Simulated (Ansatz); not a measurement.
Wanted: the native input for an Ansatz 0.2.0 run.

```yaml
Task: relaxation of cell and atoms
Functional: PBEsol
Potentials_or_basis: all-electron LAPW, scalar-relativistic
Basis_error_allowed: 0.001 eV/atom
k_mesh: 12 × 12 × 7
Occupations: fermi-dirac, width 0.05 eV
Spin: collinear spin, ferromagnetic start
Starting_moments: "[1.0, 1.0] μB"
Target_pressure: 10 GPa
```

The system is Ni.

```
Ni
1.0
     2.44802    0.00000    0.00000
    -1.22401    2.12005    0.00000
     0.00000    0.00000    4.07281
Ni
2
Direct
  0.66667 0.33333 0.75000
  0.33333 0.66667 0.25000
```

This isn't the form of Ni at room conditions, which is fcc.

The input as run:

input.yaml

```yaml
crystal:
  lattice:
    - [2.4480228978, 0.0, 0.0]
    - [-1.2240114489, 2.1200500186, 0.0]
    - [0.0, 0.0, 4.07280757]
  atoms:
    - { symbol: Ni, position: [0.6666666667, 0.3333333333, 0.75], spin: 1.0 }
    - { symbol: Ni, position: [0.3333333333, 0.6666666667, 0.25], spin: 1.0 }
kpoints:
  mp_grid: { grid: [12, 12, 7] }
scf:
  occupations: { method: fermi_dirac, width: 0.05 }
hamiltonian:
  xc: pbesol
  pseudopotentials: { kind: all_electron, lapw: { basis_error: 0.001 } }
magnetization:
  spin_polarized: true
output:
  forces: true
  stress: true
relax:
  f_tol: 0.01
  max_steps: 60
  cell: { p_target: 10 }
```

Potentials or basis: all-electron LAPW, scalar-relativistic.

Command:

```console
$ ansatz run input.yaml --threads 2 --pin off --max-ram 6144MiB --backend cpu --events-out ev --progress --plain --runs-dir out
```

It gave:

| Quantity | Value |
| --- | --- |
| Relaxed volume | 10.01 Å³/atom |
| Relaxed cell | a = 2.417 Å, b = 2.417 Å, c = 3.958 Å, α = 90.00°, β = 90.00°, γ = 120.00° |
| Space group after relaxing (to 0.05 Å) | P6_3/mmc (No. 194) |
| Energy change on relaxing (the enthalpy is what falls) | +9.4 meV/atom |
| Ionic steps | 6 |
| Pressure after relaxing | 10.0 GPa |
| Net moment | 1.26 μB per cell |
| Absolute moment | 1.41 μB per cell |
| Site moments | Ni +0.66 μB |

Run time: 86 s on 2 threads of Arm Neoverse V1, on a shared host, peak memory 0.56 GiB.
